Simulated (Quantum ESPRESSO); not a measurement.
**Rh in Quantum ESPRESSO: the effect of target pressure**

The system is Rh.

```xyz
1
Lattice="0.0000 1.8979 1.8979 1.8979 0.0000 1.8979 1.8979 1.8979 0.0000" Properties=species:S:1:pos:R:3 pbc="T T T"
Rh    0.0000    0.0000    0.0000
```

Alike in all runs:

| Property | Result |
| --- | --- |
| Program | Quantum ESPRESSO 7.5 |
| Task | relaxation of cell and atoms |
| Functional | PBEsol |
| Potentials or basis | GBRV 1.5 PBEsol |
| Cutoff | 707 eV |
| Density cutoff | 5633 eV |
| k mesh | 12 × 12 × 12 |
| Occupations | fermi-dirac, width 0.05 eV |
| Spin | no spin polarisation |

Each run relaxes the cell or the atoms first.

```tsv
target pressure	relaxed volume (Å³/atom)
0 GPa	13.53
2 GPa	13.44
5 GPa	13.31
10 GPa	13.11
20 GPa	12.76
30 GPa	?
```

Problem. What does the run with target pressure 30 GPa give?

Solution. Relaxed volume 12.46 Å³/atom.

Worked out: In Murnaghan's law V^(-B') rises as a straight line in P. The other rows fit best with B' = 5.2, V0 = 13.53 Å³/atom and B0 = 292 GPa, which gives 12.46 Å³/atom at 30 GPa, against the run's 12.46.
